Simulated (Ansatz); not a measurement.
Relaxation of a periodic cell of 17 atoms, Si (host Si, host structure diamond, interstitial Si), to a largest force component of 0.03 eV/Å in at most 60 steps.

All numbers below come from Ansatz 0.2.0, DFT PBEsol, scalar-relativistic, plane waves, PAW. Settings: PAW set soft_1, cutoff 420 eV, k mesh 2x2x2, gaussian smearing 0.02 eV, no spin polarisation.

```xyz
17
Lattice="0.0000 5.4300 5.4300 5.4300 0.0000 5.4300 5.4300 5.4300 0.0000" Properties=species:S:1:pos:R:3
Si 0.000 0.000 0.000
Si 1.357 1.357 1.357
Si 2.715 2.715 0.000
Si 4.072 4.072 1.357
Si 2.715 0.000 2.715
Si 4.072 1.357 4.072
Si 5.430 2.715 2.715
Si 6.787 4.072 4.072
Si 0.000 2.715 2.715
Si 1.357 4.072 4.072
Si 2.715 5.430 2.715
Si 4.072 6.787 4.072
Si 2.715 2.715 5.430
Si 4.072 4.072 6.787
Si 5.430 5.430 5.430
Si 6.787 6.787 6.787
Si 6.790 6.805 9.570
```

Task: Where does it end, and by what steps?

Result: The run converged. The force dipped under the threshold on the way, but the program's further checks kept it going. Limits of this set-up: PAW files made for another functional, a small cell, in which the defect meets its images. After 3 steps the energy has fallen by 0.138 eV; Si17 moved furthest, 0.06 Å.

```tsv
step	energy less start (eV)	largest force component (eV/Å)	accepted
0	0.0000	0.729	yes
1	-0.1199	0.292	yes
2	-0.1383	0.016	yes
3	-0.1383	0.016	yes
```

```xyz
17
Lattice="0.0000 5.4300 5.4300 5.4300 0.0000 5.4300 5.4300 5.4300 0.0000" Properties=species:S:1:pos:R:3
Si -0.022 -0.021 0.029
Si 1.358 1.358 1.399
Si 2.737 2.738 0.029
Si 4.072 4.074 1.362
Si 2.723 -0.006 2.715
Si 4.042 1.358 4.075
Si 5.408 2.738 2.695
Si 6.788 4.105 4.075
Si -0.006 2.723 2.716
Si 1.357 4.042 4.076
Si 2.737 5.410 2.695
Si 4.104 6.789 4.076
Si 2.719 2.720 5.437
Si 4.073 4.073 6.789
Si 5.426 5.427 5.438
Si 6.788 6.788 6.757
Si 6.787 6.789 9.509
```

Whether the end is a true minimum wasn't checked by a vibrational analysis.

Run time: 18 s on 1 thread of Arm Neoverse V1, with other jobs on the host, peak memory 0.49 GiB.
